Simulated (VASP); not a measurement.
A run of VASP 6.6.1 is set up as follows.

The input POSCAR:

```
GaAs
1.0
    0.0000000000      2.8924516666      2.8924516666
    2.8924516666      0.0000000000      2.8924516666
    2.8924516666      2.8924516666      0.0000000000
Ga As
1 1
Direct
    0.0000000000      0.0000000000      0.0000000000
    0.2500000000      0.2500000000      0.2500000000
```

The input INCAR.step1:

```
SYSTEM = GaAs
  ALGO = Normal
  EDIFF = 1E-4
  ENCUT = 520
  GGA = PE
  ISMEAR = 0
  LASPH = .True.
  LCHARG = .False.
  LREAL = .False.
  LWAVE = .True.
  NBANDS = 16
  NELM = 100
  PREC = Accurate
  SIGMA = 0.01
```

Contents of INCAR.step2:

```
SYSTEM = GaAs
  ALGO = Normal
  EDIFF = 1E-7
  ENCUT = 520
  ISIF = 2
  ISMEAR = 0
  ISTART = 1
  LASPH = .True.
  LCHARG = .False.
  LMIXTAU = .True.
  LREAL = .False.
  LWAVE = .False.
  METAGGA = R2SCAN
  NBANDS = 16
  NELM = 100
  PREC = Accurate
  SIGMA = 0.01
```

Contents of KPOINTS:

```
k-points
0
Gamma
  8 8 8
  0 0 0
```

Potentials or basis: VASP PAW PBE potentials, release 64 (Ga_d, As).

Command:

```bash
$ cat potpaw_PBE.64/Ga_d/POTCAR potpaw_PBE.64/As/POTCAR > POTCAR
$ cp INCAR.step1 INCAR
$ mpirun -np 1 vasp_std > vasp.out
$ cp INCAR.step2 INCAR
$ mpirun -np 1 vasp_std > vasp.out
```

(1) Predict the band gap on the k mesh.

(2) What does it give for the pressure?

Answers

(1) 0.45 eV, direct.

(2) -3.8 GPa.

Caveat: the PAW data sets were made with another functional, which shifts forces and pressure a little.

**What was measured.**

“Evidence of valence band perturbations in GaAsN/GaAs(001): A combined variable-angle spectroscopic ellipsometry and modulated photoreflectance investigation”, 2008, arxiv:0805.2212 reports, for a bulk crystal of GaAs at 300 K: band gap 1.412 ± 0.01 eV (direct).

A measured gap of GaAs is 1.412 eV (direct; 300 K; “Evidence of valence band perturbations in GaAsN/GaAs(001): A combined variable-angle spectroscopic ellipsometry and modulated photoreflectance investigation”, 2008, arxiv:0805.2212); the calculated 0.45 eV misses it by -0.96 eV. 3 values of this kind are on record (1.412 to 1.51 eV); this one was drawn at random among those near their median, those with a stated uncertainty first. Spin-orbit coupling on As, Ga is left out. The value is that of r2SCAN, without temperature or zero-point motion. The cell is a database's relaxed one, not the measured one, which moves gaps too.
